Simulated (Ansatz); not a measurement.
A surface is cut from this relaxed crystal of TaC:

```
Ta C
1.0
     0.00000    2.23763    2.23763
     2.23763    0.00000    2.23763
     2.23763    2.23763    0.00000
Ta C
1 1
Direct
  0.00000 0.00000 0.00000
  0.50000 0.50000 0.50000
```

Miller indices refer to the conventional cell of Fm-3m (No. 225), a = 4.475 Å, b = 4.475 Å, c = 4.475 Å, α = 90.00°, β = 90.00°, γ = 90.00°.

The (100) slab of 5 planes, 9.0 Å thick with 15 Å of vacuum as cut; outer planes TaC (top) and TaC (bottom).

These are results of DFT PBE, scalar-relativistic, plane waves, PAW in Ansatz, not measurements. Settings: cutoff 420 eV, Γ-centred mesh 11×11×1 on the computed 10-atom cell, Gaussian smearing of 0.10 eV; no spin polarisation. The cell repeats along c with a dipole correction in the vacuum.

Results for the relaxed slab:

For the relaxed slab, the surface energy (mean of both faces) is 1.56 J/m² and the work function is 3.63 eV.

Relaxation lowers the energy by 0.387 J/m² a face; the largest move is 0.126 Å.

```csv
plane (bottom to top),atoms,"spacing to next, bulk (Å)",relaxed (Å),change (%),rumpling (Å)
1,TaC,2.238,2.214,-1.0,0.204
2,TaC,2.238,2.237,0.0,0.005
3,TaC,2.238,2.237,0.0,0.000
4,TaC,2.238,2.214,-1.0,0.005
5,TaC,,,,0.204
```

Slabs this thin can still miss converged surface energies by a few hundredths of a J/m² and work functions by about a tenth of an eV.

Spin-orbit coupling is left out, which matters for the bands of heavy elements.

Worked out: the slab's 10 atoms lie 1.948 eV above the same atoms in the bulk. Shared over two faces of 10.01 Å² this is 97.3 meV/Å², and 1 eV/Å² is 16.02 J/m², which gives 1.56 J/m². The cut crosses 2 bonds a cell (neighbours within 10 % of the shortest distances), so each costs 0.97 eV on this count. The top plane, flat in the bulk, buckles with C 0.20 Å above Ta.

The relaxation is mainly a buckling of the outermost plane, not a contraction of the slab: C ends 0.204 Å above Ta, while the mean outer spacing shrinks by only 1.0 % and the next plane is almost flat. Each surface atom loses the one neighbour directly above it. Ta then sinks towards the C beneath, which probably strengthens the remaining Ta d–C p back-bond, while the more electronegative, polarisable C stays further out. The rapid decay inwards fits a stiff covalent network with metallic screening, and because every plane is stoichiometric, no polar instability drives a larger reconstruction.

The outward displacement of negatively charged C should add a surface dipole that raises the work function, so the modest 3.63 eV probably reflects the high-lying, partly filled Ta d states of a group 5 carbide rather than the buckling. The 0.97 eV per cut bond is a net cost after the surface has relaxed and its back-bonds have readjusted, not the strength of an isolated Ta–C bond. Carbon vacancies, common in real TaC, could change both the buckling and the work function.
